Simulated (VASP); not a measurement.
# TiC (Fm-3m) in VASP: density of states with PBE

Aim: the density of states of TiC with PBE.

Program: VASP 6.6.1. These are calculated values, not measurements. Logs are shortened: lines on timing, memory, paths and dates and some standing lists are left out, and cuts for length are marked.

## (1) Starting point

The structure is cubic, space group Fm-3m (No. 225). The conventional cell has a = 4.334 Å, b = 4.334 Å, c = 4.334 Å, α = 90.00°, β = 90.00°, γ = 90.00°. Ti (site symmetry m-3m) has 6 C at 2.17 Å as nearest neighbours. C (site symmetry m-3m) has 6 Ti at 2.17 Å as nearest neighbours.

## (2) Density of states, PBE

File POSCAR:

```
TiC                                     
1.0
    0.0000000000      2.1672289357      2.1672289357
    2.1672289357      0.0000000000      2.1672289357
    2.1672289357      2.1672289357      0.0000000000
  Ti              C             
     1     1
Direct
     0.0000000000000000    0.0000000000000000    0.0000000000000000
     0.5000000000000000    0.5000000000000000    0.5000000000000000
```

File INCAR.step1:

```
SYSTEM = TiC
PREC = Accurate
ENCUT = 520
EDIFF = 1E-7
ISMEAR = 0
SIGMA = 0.3
LREAL = .False.
LASPH = .True.
NELM = 100
ALGO = Normal
ISIF = 2
LWAVE = .False.
LCHARG = .True.
LMAXMIX = 4
GGA = PE
NBANDS = 15
```

File KPOINTS.step1:

```
regular mesh
0
Gamma
  16 16 16
  0 0 0
```

File INCAR.step2:

```
SYSTEM = TiC
PREC = Accurate
ENCUT = 520
EDIFF = 1E-7
ISMEAR = -5
SIGMA = 0.3
LREAL = .False.
LASPH = .True.
NELM = 100
ALGO = Normal
ISIF = 2
LWAVE = .False.
LCHARG = .False.
LMAXMIX = 4
GGA = PE
LORBIT = 11
NBANDS = 15
NEDOS = 2001
ICHARG = 11
```

File KPOINTS.step2:

```
regular mesh
0
Gamma
  24 24 24
  0 0 0
```

Potentials or basis: VASP PAW PBE potentials, release 64 (Ti_sv, C).

Run with:

```
$ cat potpaw_PBE.64/Ti_sv/POTCAR potpaw_PBE.64/C/POTCAR > POTCAR
$ cp INCAR.step1 INCAR
$ cp KPOINTS.step1 KPOINTS
$ mpirun -np 1 vasp_std > vasp.out
$ cp INCAR.step2 INCAR
$ cp KPOINTS.step2 KPOINTS
$ mpirun -np 1 vasp_std > vasp.out
```

OUTCAR:

```text
SYSTEM = TiC
   PREC = Accurate
   ENCUT = 520
   EDIFF = 1E-7
   ISMEAR = -5
   LREAL = .False.
   LASPH = .True.
   NELM = 100
   ISIF = 2
   GGA = PE
   LORBIT = 11
   ICHARG = 11

 ion  position               nearest neighbor table
   1  0.000  0.000  0.000-   2 2.17   2 2.17   2 2.17   2 2.17   2 2.17   2 2.17
   2  0.500  0.500  0.500-   1 2.17   1 2.17   1 2.17   1 2.17   1 2.17   1 2.17

  LATTYP: Found a face centered cubic cell.
 ALAT       =     4.3344578714

  Lattice vectors:

 A1 = (   0.0000000000,   2.1672289357,   2.1672289357)
 A2 = (   2.1672289357,   0.0000000000,   2.1672289357)
 A3 = (   2.1672289357,   2.1672289357,   0.0000000000)

Analysis of symmetry for initial positions (statically):
=====================================================================
 Subroutine PRICEL returns:
 Original cell was already a primitive cell.

 Routine SETGRP: Setting up the symmetry group for a
 face centered cubic supercell.

 Subroutine GETGRP returns: Found 48 space group operations
 (whereof 48 operations were pure point group operations)
 out of a pool of 48 trial point group operations.

The static configuration has the point symmetry O_h .

Analysis of symmetry for dynamics (positions and initial velocities):
=====================================================================
 Subroutine PRICEL returns:
 Original cell was already a primitive cell.

 Routine SETGRP: Setting up the symmetry group for a
 face centered cubic supercell.

 Subroutine GETGRP returns: Found 48 space group operations
 (whereof 48 operations were pure point group operations)
 out of a pool of 48 trial point group operations.

The dynamic configuration has the point symmetry O_h .

 Subroutine INISYM returns: Found 48 space group operations
 (whereof 48 operations are pure point group operations),
 and found     1 'primitive' translations

----------------------------------------------------------------------------------------

                                     Primitive cell

  volume of cell :      20.3584

  direct lattice vectors                    reciprocal lattice vectors
     0.000000000  2.167228936  2.167228936    -0.230709360  0.230709360  0.230709360
     2.167228936  0.000000000  2.167228936     0.230709360 -0.230709360  0.230709360
     2.167228936  2.167228936  0.000000000     0.230709360  0.230709360 -0.230709360

  length of vectors
     3.064924554  3.064924554  3.064924554     0.399600333  0.399600333  0.399600333

  position of ions in fractional coordinates (direct lattice)
     0.000000000  0.000000000  0.000000000
     0.500000000  0.500000000  0.500000000

  ion indices of the primitive-cell ions
   primitive index   ion index
                 1           1
[... 97 lines left out ...]
  Fermi-wavevector in a.u.,A,eV,Ry     =   1.510776  2.854952 31.054532  2.282444
  Thomas-Fermi vector in A             =   2.620921
   LORBIT       =     11    0 simple, 1 ext, 2 COOP (PROOUT), +10 PAW based schemes
   GGA     = PE    functional components
   LHFCALC =     F    Hartree Fock is set to
   AEXX    =    0.0000 exact exchange contribution
   IVDW    =     0    specifies the selected vdW correction
   LEPSILON=     F    determine dielectric tensor
   LRPA    =     F    only Hartree local field effects (RPA)
 non-spin polarized calculation
 Fermi weights with tetrahedron method with Bloechl corrections
  energy-cutoff  :      520.00
  volume of cell :       20.36
 maximum number of plane-waves:       568

 number of electron      16.0000000 magnetization

 Free energy of the ion-electron system (eV)
  ---------------------------------------------------
  ext. energy  EPLUGINS =         0.00000000
  ---------------------------------------------------
  free energy    TOTEN  =       -18.70944334 eV

  energy without entropy =      -18.70944334  energy(sigma->0) =      -18.70944334

 E-fermi :   9.4041     XC(G=0): -12.6872

 val. band max:        9.4266999537   @ k =   0.0833   0.0417   0.0000
 cond. band min:       9.3949076137   @ k =   0.4167   0.3750   0.0417
 fundamental gap:     -0.0317923400
 Fermi energy:         9.4040802844

 k-point     1 :       0.0000    0.0000    0.0000
  band No.  band energies     occupation
      1     -47.2064      2.00000
      2     -23.2316      2.00000
      3     -23.2316      2.00000
      4     -23.2316      2.00000
      5      -2.9999      2.00000
      6      10.0810      0.00000
      7      10.0810      0.00000
      8      10.0810      0.00000
      9      11.0614      0.00000
     10      11.0614      0.00000
     11      11.0614      0.00000
     12      11.0967      0.00000
     13      11.0967      0.00000
     14      19.8387      0.00000
[... 401 lines left out ...]
      2     -23.7064      2.00000
      3     -23.2817      2.00000
      4     -23.2814      2.00000
      5       0.2450      2.00000
      6       3.8515      2.00000
      7       6.5312      2.00000
      8       6.6079      2.00000
      9      12.1270      0.00000
     10      12.2731      0.00000
     11      13.3376      0.00000
     12      17.1858      0.00000
     13      17.3039      0.00000
     14      18.0911      0.00000
     15      24.3840      0.00000

 [... further k-points ...]

------------------------ aborting loop because EDIFF is reached ----------------------------------------

  FORCE on cell =-STRESS in cart. coord.  units (eV):
  Direction    XX          YY          ZZ          XY          YZ          ZX
  --------------------------------------------------------------------------------------
  -------------------------------------------------------------------------------------
  Total       -0.0199133     -0.0199133     -0.0199133      0.0000000     -0.0000000      0.0000000
  in kB       -1.5671457     -1.5671457     -1.5671457      0.0000000     -0.0000000      0.0000000
  external PRESSURE =      -1.5671457 kB  Pullay stress =       0.0000000 kB

 VOLUME and BASIS-vectors are now :
 -----------------------------------------------------------------------------
  energy-cutoff  :      520.00
  volume of cell :       20.36
      direct lattice vectors                 reciprocal lattice vectors
     0.000000000  2.167228936  2.167228936    -0.230709360  0.230709360  0.230709360
     2.167228936  0.000000000  2.167228936     0.230709360 -0.230709360  0.230709360
     2.167228936  2.167228936  0.000000000     0.230709360  0.230709360 -0.230709360

 POSITION                                       TOTAL-FORCE (eV/Angst)
 -----------------------------------------------------------------------------------
      0.00000      0.00000      0.00000         0.000000      0.000000      0.000000
      2.16723      2.16723      2.16723         0.000000      0.000000      0.000000
 -----------------------------------------------------------------------------------
    total drift:                                0.000000     -0.000000     -0.000000

  FREE ENERGIE OF THE ION-ELECTRON SYSTEM (eV)
  ---------------------------------------------------
  free  energy   TOTEN  =       -18.7094433392 eV

  energy  without entropy=      -18.7094433392  energy(sigma->0) =      -18.70944334

 total charge

# of ion       s       p       d       tot
------------------------------------------
    1        2.198   6.245   1.948  10.392
    2        0.896   1.504   0.000   2.400
--------------------------------------------------
tot          3.094   7.749   1.948  12.792
```

It took 75 s on 1 thread of Intel Xeon Platinum 8488C (Sapphire Rapids), shared host; peak memory 0.23 GiB.

What came out:

| Item | Value |
| --- | --- |
| Valence electrons inside the program's atomic spheres | Ti 10.39; C 2.40 |

States per cell in windows of 1 eV (zero at the Fermi level; states under -8 eV left out):
```csv
from (eV),total,Ti1_d,C2_p,Ti1_p,Ti1_s,C2_s,C2_d
-8.0,0.00,0.00,0.00,0.00,0.00,0.00,0.00
-7.0,0.00,0.00,0.00,0.00,0.00,0.00,0.00
-6.0,0.18,0.03,0.04,0.00,0.02,0.00,0.00
-5.0,0.82,0.16,0.19,0.03,0.06,0.01,0.00
-4.0,1.12,0.21,0.28,0.10,0.03,0.01,0.00
-3.0,2.50,0.90,0.63,0.09,0.01,0.01,0.00
-2.0,1.01,0.38,0.25,0.03,0.00,0.00,0.00
-1.0,0.40,0.14,0.11,0.02,0.00,0.00,0.00
0.0,0.46,0.24,0.08,0.01,0.00,0.00,0.00
1.0,0.92,0.65,0.08,0.01,0.00,0.00,0.00
2.0,2.07,1.69,0.11,0.01,0.01,0.01,0.00
3.0,2.89,2.22,0.29,0.02,0.04,0.01,0.00
4.0,0.73,0.46,0.11,0.02,0.01,0.01,0.00
5.0,1.13,0.75,0.14,0.03,0.03,0.05,0.00
6.0,1.09,0.68,0.17,0.03,0.01,0.06,0.00
7.0,0.77,0.44,0.19,0.02,0.00,0.02,0.00
```

Caveat: tetrahedron occupations give inexact forces and stress in metals.
